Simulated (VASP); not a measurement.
# Sn (Immm) in VASP: a series of runs

One crystal, Sn, is run at these levels: MS2, BLYP+D3(BJ); tasks: density of states, optical spectrum.

Everything below comes from runs of VASP 6.6.1. Logs are shortened: lines on timing, memory, paths and dates and some standing lists are left out, and cuts for length are marked.

### 1 The crystal as given

The structure is orthorhombic, space group Immm (No. 71). The conventional cell has a = 3.453 Å, b = 3.551 Å, c = 4.677 Å, α = 90.00°, β = 90.00°, γ = 90.00°. Around Sn (site symmetry mmm) lie 12 Sn at 3.41 to 3.55 Å.

This isn't the form of Sn at room conditions, which is tetragonal (white tin).

### 2 Density of states, MS2

run.py reads:

```python
from ase.calculators.vasp import Vasp
from ase.dft.dos import DOS
from ase.spacegroup import crystal

atoms = crystal(
    ['Sn'],
    basis=[[0.0, 0.0, 0.0]],
    spacegroup=71,
    setting=1,
    cellpar=[3.453078, 3.551094, 4.676684, 90.0, 90.0, 90.0],
    primitive_cell=True,
)
calc = Vasp(
    directory='calc',
    xc='ms2',
    pp='PBE',
    setups='recommended',
    prec='Accurate',
    encut=520,
    ediff=0.001,
    ismear=0,
    sigma=0.05,
    lreal=False,
    lasph=True,
    nelm=100,
    algo='Normal',
    isif=2,
    lwave=False,
    lcharg=False,
    lmixtau=True,
    lorbit=11,
    kpts=[11, 11, 11],
    gamma=True,
    nbands=13,
)
atoms.calc = calc

print('energy (eV):', atoms.get_potential_energy())
print('free energy (eV):', atoms.get_potential_energy(force_consistent=True))
print('forces (eV/A):')
print(atoms.get_forces())
print('stress (eV/A^3, Voigt):', atoms.get_stress())
print('Fermi level (eV):', calc.get_fermi_level())
dos = DOS(calc, width=0.1, window=(-10, 10), npts=301)
print('E - E_F (eV), DOS (1/eV)')
for e, g in zip(dos.get_energies(), dos.get_dos()):
    print(f'{e:8.3f} {g:10.4f}')
```

Potentials or basis: VASP PAW PBE potentials, release 64 (Sn_d).

The run is started by

```bash
python run.py
```

The log of the run:

```text
energy (eV): -0.29873484
free energy (eV): -0.29893535
forces (eV/A):
[[-0. -0. -0.]]
stress (eV/A^3, Voigt): [ 0.034897    0.04591714  0.03668321 -0.         -0.          0.        ]
Fermi level (eV): 7.37847575
E - E_F (eV), DOS (1/eV)
 -10.000     0.0478
  -9.933     0.0605
  -9.867     0.1223
  -9.800     0.2582
  -9.733     0.3453
  -9.667     0.2673
[... 293 lines left out ...]
   9.933     0.7327
  10.000     0.8814
```

INCAR:

```text
ENCUT = 520.000000
SIGMA = 0.050000
EDIFF = 1.00e-03
ALGO = Normal
METAGGA = MS2
PREC = Accurate
ISIF = 2
ISMEAR = 0
LORBIT = 11
NBANDS = 13
NELM = 100
LASPH = .TRUE.
LCHARG = .FALSE.
LWAVE = .FALSE.
LMIXTAU = .TRUE.
LREAL = .FALSE.
```

It took 3.3 min on 1 thread of AMD EPYC 9R45 (Zen 5), shared host; peak memory 0.18 GiB.

The run converged, but some of its settings lie outside the range that counts as converged (typed here: EDIFF = 0.001), so its numbers aren't taken as properties of the crystal.

Results:

```
Free energy                                           : -0.2989 eV
Pressure                                              : -6.3 GPa
Band gap on the k mesh                                : none (metal or under the smearing width)
Valence electrons inside the program's atomic spheres : Sn 12.27
```

Caveat: the PAW data sets were made with another functional, which shifts forces and pressure a little.

### 3 Optical spectrum, BLYP+D3(BJ)

INCAR reads:

```
  PREC = Accurate
  ENCUT = 520
  EDIFF = 1E-7
  ISMEAR = -5
  SIGMA = 0.05
  LREAL = F
  LASPH = T
  NELM = 80
  ALGO = Normal
  ISIF = 2
  LWAVE = F
  LCHARG = F
  GGA = B5
  ALDAX = 1.0
  AGGAX = 1.0
  AGGAC = 1.0
  ALDAC = 0.0
  IVDW = 12
  VDW_S6 = 1.0
  VDW_S8 = 2.6996
  VDW_A1 = 0.4298
  VDW_A2 = 4.2359
  LOPTICS = T
  NBANDS = 46
  NEDOS = 1000
  CSHIFT = 0.1
```

Sn.cif reads:

```cif
data_Sn
_cell_length_a 3.45307800
_cell_length_b 3.55109400
_cell_length_c 4.67668400
_cell_angle_alpha 90.00000000
_cell_angle_beta 90.00000000
_cell_angle_gamma 90.00000000
_space_group_name_H-M_alt 'Immm'
_space_group_name_Hall '-I 2 2'
_space_group_IT_number 71
loop_
_space_group_symop_operation_xyz
'x,y,z'
'-x,-y,-z'
'-x,-y,z'
'x,y,-z'
'x,-y,-z'
'-x,y,z'
'-x,y,-z'
'x,-y,z'
'x+1/2,y+1/2,z+1/2'
'-x+1/2,-y+1/2,-z+1/2'
'-x+1/2,-y+1/2,z+1/2'
'x+1/2,y+1/2,-z+1/2'
'x+1/2,-y+1/2,-z+1/2'
'-x+1/2,y+1/2,z+1/2'
'-x+1/2,y+1/2,-z+1/2'
'x+1/2,-y+1/2,z+1/2'
loop_
_atom_site_label
_atom_site_type_symbol
_atom_site_symmetry_multiplicity
_atom_site_Wyckoff_symbol
_atom_site_fract_x
_atom_site_fract_y
_atom_site_fract_z
_atom_site_occupancy
Sn1 Sn 2 a 0.0000000000 0.0000000000 0.0000000000 1
```

KPOINTS reads:

```
Automatic mesh
0
Gamma
  8 8 6
```

POSCAR reads:

```
Sn
 1.0000000000000000
     3.4530780000000001    0.0000000000000000    0.0000000000000000
     0.0000000000000000    3.5510940000000000    0.0000000000000000
     0.0000000000000000    0.0000000000000000    4.6766839999999998
 Sn 
   2
Cartesian
  0.0000000000000000  0.0000000000000000  0.0000000000000000
  1.7265390000000000  1.7755470000000000  2.3383419999999999
```

Potentials or basis: VASP PAW PBE potentials, release 54 (Sn_d).

The run is started by

```bash
ase convert -i cif -o vasp Sn.cif POSCAR
cat potpaw_PBE.54/Sn_d/POTCAR > POTCAR
mpirun -np 1 vasp_std > vasp.out
```

OUTCAR:

```text
PREC = Accurate
   ENCUT = 520
   EDIFF = 1E-7
   ISMEAR = -5
   LREAL = F
   LASPH = T
   NELM = 80
   ISIF = 2
   GGA = B5
   IVDW = 12
 IVDW          = 12

 ion  position               nearest neighbor table
   1  0.000  0.000  0.000-   2 3.41   2 3.41   2 3.41   2 3.41   2 3.41   2 3.41   2 3.41   2 3.41

   2  0.500  0.500  0.500-   1 3.41   1 3.41   1 3.41   1 3.41   1 3.41   1 3.41   1 3.41   1 3.41

  LATTYP: Found a simple orthorhombic cell.
 ALAT       =     3.4530780000
 B/A-ratio  =     1.0283851103
 C/A-ratio  =     1.3543522620

  Lattice vectors:

 A1 = (   3.4530780000,   0.0000000000,   0.0000000000)
 A2 = (   0.0000000000,   3.5510940000,   0.0000000000)
 A3 = (   0.0000000000,   0.0000000000,   4.6766840000)

Analysis of symmetry for initial positions (statically):
=====================================================================
 Subroutine PRICEL returns following result:

  LATTYP: Found a body centered orthorhombic cell.
 ALAT       =     3.4530780000
 B/A-ratio  =     1.0283851103
 C/A-ratio  =     1.3543522620

  Lattice vectors:

 A1 = (  -1.7265390000,  -1.7755470000,  -2.3383420000)
 A2 = (   1.7265390000,   1.7755470000,  -2.3383420000)
 A3 = (   1.7265390000,  -1.7755470000,   2.3383420000)

   2 primitive cells build up your supercell.

 Routine SETGRP: Setting up the symmetry group for a
 simple orthorhombic supercell.

 Subroutine GETGRP returns: Found  8 space group operations
 (whereof  8 operations were pure point group operations)
 out of a pool of  8 trial point group operations.

The static configuration has the point symmetry D_2h.

Analysis of symmetry for dynamics (positions and initial velocities):
=====================================================================
 Subroutine PRICEL returns following result:

  LATTYP: Found a body centered orthorhombic cell.
 ALAT       =     3.4530780000
[... 134 lines left out ...]
   EFERMI_NEDOS =   21; number of points for ismear=-14 and -15
   IALGO  =     38    algorithm
   IMIX   =      4    mixing-type and parameters
     AMIX     =   0.40;   BMIX     =  1.00
     AMIX_MAG =   1.60;   BMIX_MAG =  1.00
  volume/ion in A,a.u.               =      28.67       193.50
  Fermi-wavevector in a.u.,A,eV,Ry     =   1.289116  2.436076 22.610433  1.661820
  Thomas-Fermi vector in A             =   2.421028
   LORBIT       =      0    0 simple, 1 ext, 2 COOP (PROOUT), +10 PAW based schemes
   GGA     = B5    functional components
   LHFCALC =     F    Hartree Fock is set to
   AEXX    =    0.0000 exact exchange contribution
   IVDW    =    12    specifies the selected vdW correction
   LEPSILON=     F    determine dielectric tensor
   LRPA    =     F    only Hartree local field effects (RPA)
 non-spin polarized calculation
 Fermi weights with tetrahedron method with Bloechl corrections
  energy-cutoff  :      520.00
  volume of cell :       57.35
 maximum number of plane-waves:      1570
 NGX is ok and might be reduce to    28
   NGX = 13   NGY = 13   NGZ = 17

 number of electron      27.9999992 magnetization

 Free energy of the ion-electron system (eV)
  ---------------------------------------------------
  ext. energy  EPLUGINS =         0.00000000
  ---------------------------------------------------
  free energy    TOTEN  =        -5.87219129 eV

  energy without entropy =       -5.87219129  energy(sigma->0) =       -5.87219129

 E-fermi :   8.0434     XC(G=0):  -9.5016

 val. band max:        8.0612226907   @ k =   0.1250   0.2500   0.3333
 cond. band min:       7.7797867433   @ k =   0.5000   0.5000   0.5000
 fundamental gap:     -0.2814359474
 Fermi energy:         8.0433644150

 k-point     1 :       0.0000    0.0000    0.0000
  band No.  band energies     occupation
      1     -13.6051      2.00000
      2     -13.5619      2.00000
      3     -13.5573      2.00000
      4     -13.5441      2.00000
      5     -13.5216      2.00000
      6     -13.4919      2.00000
[... 685 lines left out ...]
     25      26.9071      0.00000
     26      26.9071      0.00000

 [... further k-points ...]

 [bands above 26 left out]

------------------------ aborting loop because EDIFF is reached ----------------------------------------

 Edisp (eV)   -1.74252

 E8    (eV) :    -1.3387

  FORCE on cell =-STRESS in cart. coord.  units (eV):
  Direction    XX          YY          ZZ          XY          YZ          ZX
  --------------------------------------------------------------------------------------
  -------------------------------------------------------------------------------------
  Total      -0.61619    -0.71456    -0.09710     0.00000     0.00000     0.00000
  in kB     -17.21548   -19.96367    -2.71296     0.00000     0.00000     0.00000
  external pressure =      -13.30 kB  Pullay stress =        0.00 kB

 VOLUME and BASIS-vectors are now :
 -----------------------------------------------------------------------------
  energy-cutoff  :      520.00
  volume of cell :       57.35
      direct lattice vectors                 reciprocal lattice vectors
     3.453078000  0.000000000  0.000000000     0.289596702  0.000000000  0.000000000
     0.000000000  3.551094000  0.000000000     0.000000000  0.281603359  0.000000000
     0.000000000  0.000000000  4.676684000     0.000000000  0.000000000  0.213826720

 POSITION                                       TOTAL-FORCE (eV/Angst)
 -----------------------------------------------------------------------------------
      0.00000      0.00000      0.00000         0.000000      0.000000     -0.000000
      1.72654      1.77555      2.33834         0.000000     -0.000000      0.000000
 -----------------------------------------------------------------------------------
    total drift:                                0.000000      0.000000      0.000000

  FREE ENERGIE OF THE ION-ELECTRON SYSTEM (eV)
  ---------------------------------------------------
  free  energy   TOTEN  =        -7.6147079860 eV

  energy  without entropy=       -7.6147079860  energy(sigma->0) =       -7.61470799
```

OSZICAR:

```text
N       E                     dE             d eps       ncg     rms          rms(c)
DAV:   1     0.304400291951E+03    0.30440E+03   -0.10170E+04 12036   0.925E+02
DAV:   2     0.401593624787E+02   -0.26424E+03   -0.23989E+03  9408   0.339E+02
DAV:   3    -0.415957278992E+01   -0.44319E+02   -0.43579E+02 10630   0.852E+01
DAV:   4    -0.586333446103E+01   -0.17038E+01   -0.17018E+01 11010   0.176E+01
DAV:   5    -0.589519926280E+01   -0.31865E-01   -0.31882E-01 12264   0.251E+00    0.161E+00
DAV:   6    -0.587629257642E+01    0.18907E-01   -0.22359E-02 13856   0.116E+00    0.829E-01
DAV:   7    -0.587223066811E+01    0.40619E-02   -0.74262E-03 13522   0.734E-01    0.129E-01
DAV:   8    -0.587218513007E+01    0.45538E-04   -0.10149E-03 12176   0.238E-01    0.272E-02
DAV:   9    -0.587218998117E+01   -0.48511E-05   -0.22241E-05 12116   0.302E-02    0.748E-03
DAV:  10    -0.587219199495E+01   -0.20138E-05   -0.38056E-06 10810   0.892E-03    0.831E-04
DAV:  11    -0.587219172647E+01    0.26848E-06   -0.12480E-07 11376   0.140E-03    0.450E-04
DAV:  12    -0.587219127321E+01    0.45326E-06   -0.30370E-08  6914   0.140E-03    0.600E-05
DAV:  13    -0.587219129335E+01   -0.20143E-07   -0.35831E-09  6226   0.327E-04
   1 F= -.76147080E+01 E0= -.76147080E+01  d E =0.000000E+00
```

It took 1.8 min on 1 thread of Intel Xeon Platinum 8559C (Emerald Rapids), shared host; peak memory 0.3 GiB.

What came out:

```yaml
Free_energy: -7.6147 eV
Pressure: -1.3 GPa
Band_gap_on_the_k_mesh: none (metal or under the smearing width)
Dispersion_energy_per_atom: -0.871 eV
```

Stress tensor (GPa, compression positive):
```
-1.72  0.00  0.00
 0.00 -2.00  0.00
 0.00  0.00 -0.27
```

Caveat: the PAW data sets were made with another functional, which shifts forces and pressure a little; pairwise dispersion overbinds metals, which lowers pressure and volume; tetrahedron occupations give inexact forces and stress in metals.

### 4 For comparison

An earlier run on the cell as given: functional PBE; potentials or basis VASP PAW PBE potentials, release 64 (Sn_d); cutoff 520 eV; k mesh 11 × 11 × 11; occupations fermi-dirac, width 0.05 eV; no spin polarisation.

- Pressure: -1.1 GPa
- Band gap on the k mesh: none (metal or under the smearing width)
